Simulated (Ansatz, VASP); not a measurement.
**Si in VASP and in Ansatz**

Contents of POSCAR:

```
Si
1.0
    0.0000000000      2.7221053293      2.7221053293
    2.7221053293      0.0000000000      2.7221053293
    2.7221053293      2.7221053293      0.0000000000
Si
2
Direct
    0.5000000000      0.5000000000      0.5000000000
    0.7500000000      0.7500000000      0.7500000000
```

File INCAR.step1:

```
SYSTEM = Si
PREC = Accurate
ENCUT = 520
ISMEAR = 0
SIGMA = 0.02
LREAL = .False.
LASPH = .True.
NELM = 100
NBANDS = 11
GGA = PE
ALGO = Normal
EDIFF = 1E-4
LWAVE = .True.
LCHARG = .False.
```

The input INCAR.step2:

```
SYSTEM = Si
PREC = Accurate
ENCUT = 520
EDIFF = 1E-6
ISMEAR = 0
SIGMA = 0.02
LREAL = .False.
LASPH = .True.
NELM = 100
ALGO = Normal
ISIF = 2
LWAVE = .False.
LCHARG = .True.
METAGGA = R2SCAN
LMIXTAU = .True.
LELF = .True.
LVHAR = .True.
NBANDS = 11
ISTART = 1
```

The input KPOINTS:

```
regular mesh
0
Gamma
  10 10 10
  0 0 0
```

Input for Ansatz:

```yaml
crystal:
  lattice:
    - [0.0, 2.7221053293, 2.7221053293]
    - [2.7221053293, 0.0, 2.7221053293]
    - [2.7221053293, 2.7221053293, 0.0]
  atoms:
    - { symbol: Si, position: [0.5, 0.5, 0.5] }
    - { symbol: Si, position: [0.75, 0.75, 0.75] }
basis:
  ecutwfc: 500
kpoints:
  mp_grid: { grid: [10, 10, 10] }
  band_path: { path: [VBM, CBM], npoints: 2 }
hamiltonian:
  xc: r2scan
scf:
  occupations: { method: gaussian, width: 0.02 }
output:
  forces: true
  stress: true
  eigenvalues: true
```

Alike in both runs: task single point; functional r2SCAN; k mesh 10 × 10 × 10; occupations gaussian, width 0.02 eV; no spin polarisation.

```csv
,VASP,Ansatz
version,VASP 6.6.1,Ansatz 0.2.0
potentials or method,"VASP PAW PBE potentials, release 64 (Si)","scalar-relativistic, plane waves, PAW"
plane-wave cutoff (eV),520,500
valence electrons in the cell,8,8
```

|  | VASP | Ansatz | Ansatz less VASP |
| --- | --- | --- | --- |
| gap on the k mesh at the Fermi level (eV) | 0.79 | 0.78 | -0.015 |
| least direct gap on the mesh (eV) | 2.75 | 2.74 | -0.016 |
| pressure (GPa) | -0.2 | 0.0 | +0.24 |

Caveats: the PAW data sets were made with another functional, which shifts forces and pressure a little (VASP). r2SCAN opens gaps a little over a GGA but as a rule still falls short of measured ones. A k mesh can miss the band edges.
